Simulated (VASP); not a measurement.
Here is a VASP 6.6.1 calculation.

Contents of INCAR:

```
SYSTEM = InGa3N
  PREC = Accurate
  ENCUT = 600
  EDIFF = 1E-6
  ISMEAR = -1
  SIGMA = 0.15
  LREAL = .FALSE.
  LASPH = .TRUE.
  NELM = 100
  ALGO = Fast
  ISIF = 3
  LWAVE = .FALSE.
  LCHARG = .FALSE.
  GGA = PE
  IBRION = 2
  NSW = 80
  EDIFFG = -0.001
```

Contents of KPOINTS:

```
Automatic mesh
0
G
  8 8 8
  0 0 0
```

Contents of POSCAR:

```
InGa3N
1.0
    4.4600834803      0.0000000000      0.0000000000
    0.0000000000      4.4600834803      0.0000000000
    0.0000000000      0.0000000000      4.4600834803
In Ga N
1 3 1
Direct
    0.0000000000      0.0000000000      0.0000000000
    0.5000000000      0.5000000000      0.0000000000
    0.0000000000      0.5000000000      0.5000000000
    0.5000000000      0.0000000000      0.5000000000
    0.5000000000      0.5000000000      0.5000000000
```

Potentials or basis: VASP PAW PBE potentials, release 64 (In_d, Ga_d, N).

Launch:

```console
$ cat potpaw_PBE.64/In_d/POTCAR potpaw_PBE.64/Ga_d/POTCAR potpaw_PBE.64/N/POTCAR > POTCAR
$ mpirun -np 1 vasp_std > vasp.out
```

Task: What does it give for the relaxed volume?

Result: 17.77 Å³/atom.

Task: Predict the band gap on the k mesh.

Result: None (metal or under the smearing width).

Task: Estimate the relaxed cell.

Result: a = 4.462 Å, b = 4.462 Å, c = 4.462 Å, α = 90.00°, β = 90.00°, γ = 90.00°.

Task: What does it give for the space group after relaxing (to 0.05 Å)?

Result: Pm-3m (No. 221).

Final structure:
```
In Ga N
1.0
     4.46236    0.00000    0.00000
     0.00000    4.46236    0.00000
     0.00000    0.00000    4.46236
In Ga N
1 3 1
Direct
  0.00000 0.00000 0.00000
  0.50000 0.50000 0.00000
  0.00000 0.50000 0.50000
  0.50000 0.00000 0.50000
  0.50000 0.50000 0.50000
```
